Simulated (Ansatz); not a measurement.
Structure: SrCl2 built on the CdCl2 prototype (no longer in that coordination), at its r2SCAN+rVV10 minimum. The symmetry is Fm-3m (No. 225, cubic); a = 6.951 Å in the conventional setting, 27.98 Å³ an atom. Around Sr lie 8 Cl at 3.01 Å; around Cl lie 4 Sr at 3.01 Å. The cell started from the CdCl2 type prototype, but the relaxation took it to the higher symmetry Fm-3m (No. 225), so the name no longer describes it.

```cif
data_structure
_symmetry_space_group_name_H-M 'Fm-3m'
_symmetry_Int_Tables_number 225
_cell_length_a 6.9507
_cell_length_b 6.9507
_cell_length_c 6.9507
_cell_angle_alpha 90.000
_cell_angle_beta 90.000
_cell_angle_gamma 90.000
_cell_volume 335.80
loop_
_atom_site_label
_atom_site_type_symbol
_atom_site_symmetry_multiplicity
_atom_site_Wyckoff_symbol
_atom_site_fract_x
_atom_site_fract_y
_atom_site_fract_z
_atom_site_occupancy
Sr1 Sr 4 a 0.00000 0.00000 0.00000 1
Cl1 Cl 8 c 0.75000 0.25000 0.75000 1
```

The questions ask for values computed with the PAW code Ansatz on this geometry. Values at 0 K without nuclear motion; spin polarisation is off, and the phase may be a hypothetical one.

Given (6×6×6 mesh): PBE gives an indirect gap of 5.39 eV, from F to Γ; the least direct gap is 5.50 eV at F.

Q: What does DDH-PBE0 give for the gap (4×4×4 mesh)?

A: With DDH-PBE0 the valence top lies at F and the conduction bottom at Γ, 8.14 eV higher; the smallest vertical gap, at F, is 8.33 eV. The share of exact exchange is 0.341. The gap differs by +2.75 eV from PBE's.

Q: How does the gap change from PBE to PBE0 (4×4×4)?

A: PBE0 gives an indirect gap of 7.39 eV, from F to Γ; the least direct gap is 7.57 eV at F. The gap differs by +2.00 eV from PBE's.

Q: How does the gap change from PBE to r2SCAN0 (4×4×4)?

A: The r2SCAN0 gap is indirect, 7.71 eV (F to Γ), below the direct gap of 7.82 eV at F. The gap differs by +2.32 eV from PBE's.

Q: Order these levels by the gap that they give, smallest first.
A. r2SCAN
B. PBE
C. DDH-PBE0
D. r2SCAN0
E. HSE06
F. PBE0
G. Hartree-Fock
H. LDA

A: H (4.92 eV), B (5.39 eV), A (5.98 eV), E (6.67 eV), F (7.39 eV), D (7.71 eV), C (8.14 eV), G (13.55 eV).

Q: What does G0W0@PBE with 622 empty bands, a screening cutoff of 220 eV and a 4×4×4 mesh give?

A: 7.61 eV (the shift on the mesh added to PBE's least gap). Over the mesh points the PBE gap of 5.39 eV becomes a quasiparticle gap of 7.61 eV (F to Γ), a change of +2.22 eV. Renormalisation factors Z lie between 0.79 and 0.85. No extrapolation in bands, cutoff or mesh was made for G0W0.

Q: Roughly how does the cost of the r2SCAN0 run (4×4×4) compare with r2SCAN's (6×6×6)?

A: About 15 times as much (4 core-minutes against 17 core-seconds, on a shared machine).

Q: What are ε∞ and the Born charges with r2SCAN?

A: The electronic dielectric tensor ε∞ is 2.79 in all directions. Born charges, averaged over directions: Sr +2.46, Cl -1.23 e.

The meshes of the hybrids are coarse, so their gaps aren't converged to the digits shown.
